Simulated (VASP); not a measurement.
CdO: band structure with PBE

CdO:

```xyz
2
Lattice="0.0000 2.3495 2.3495 2.3495 0.0000 2.3495 2.3495 2.3495 0.0000" Properties=species:S:1:pos:R:3 pbc="T T T"
Cd    0.0000    0.0000    0.0000
O     2.3495    2.3495    2.3495
```

- Program: VASP 6.6.1
- Task: band structure
- Functional: PBE
- Potentials or basis: VASP PAW PBE potentials, release 64 (Cd, O)
- Cutoff: 520 eV
- k mesh: 16 × 16 × 16
- Occupations: gaussian, width 0.1 eV
- Spin: non-collinear spin, zero start, spin-orbit coupling
- Starting moments: [[0.0, 0.0, 0.0], [0.0, 0.0, 0.0]] μB
- Further INCAR settings: ALGO = Fast; EDIFF = 1e-06; NBANDS = 30

```json
{
  "Pressure": "7.5 GPa",
  "Net moment": "0.00 μB per cell",
  "Valence electrons inside the program's atomic spheres": "Cd 10.25; O 4.93"
}
```

Moments on the atoms (μB; x, y, z):
```
Cd  0.00 0.00 0.00
O   0.00 0.00 0.00
```

It took 14 min on 1 thread of AMD EPYC 7571, on a shared host, peak memory 0.43 GiB.
